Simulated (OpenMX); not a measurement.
A run of OpenMX 3.8.5 is set up as follows.

The input Mg.dat:

```
System.CurrrentDirectory             ./
System.Name                          Mg
DATA.PATH                            ./DFT_DATA13
level.of.stdout                      1
level.of.fileout                     0
Species.Number                       1
<Definition.of.Atomic.Species
  Mg  Mg7.0-s3p2             Mg_PBE13
Definition.of.Atomic.Species>

Atoms.Number                         2
Atoms.SpeciesAndCoordinates.Unit     FRAC
<Atoms.SpeciesAndCoordinates
    1  Mg    0.6716710000    0.3385810000    0.7543150000   4.000  4.000
    2  Mg    0.3365900000    0.6809960000    0.2431600000   4.000  4.000
Atoms.SpeciesAndCoordinates>

Atoms.UnitVectors.Unit               Ang
<Atoms.UnitVectors
     3.2093000000    0.0000000000    0.0000000000
    -1.6046500000    2.7793353284    0.0000000000
     0.0000000000    0.0000000000    5.2103000000
Atoms.UnitVectors>

scf.XcType                           GGA-PBE
scf.SpinPolarization                 off
scf.ElectronicTemperature            580.226
scf.energycutoff                     260.0
scf.maxIter                          100
scf.EigenvalueSolver                 band
scf.Kgrid                            11 11 5
scf.Mixing.Type                      rmm-diisk
scf.Init.Mixing.Weight               0.05
scf.Min.Mixing.Weight                0.001
scf.Max.Mixing.Weight                0.3
scf.Mixing.History                   25
scf.Mixing.StartPulay                8
scf.criterion                        1.0e-8
scf.stress.tensor                    on
MD.Type                              nomd
```

Potentials or basis: OpenMX 2013 PBE set, Mg7.0-s3p2, grid cutoff 260 Ry.

The run is started by

```console
$ openmx Mg.dat -nt 1 > Mg.std
```

**Question.** Predict the band gap on the k mesh.

**Answer.** None (metal or under the smearing width).

**Question.** Predict the pressure.

**Answer.** 0.3 GPa.

Caveat: the real-space grid is coarse for these elements, which adds noise of up to some 20 meV/atom to energies and shifts forces, pressures and volumes; the basis of atomic orbitals isn't converged, which shifts pressures, moduli and gaps.
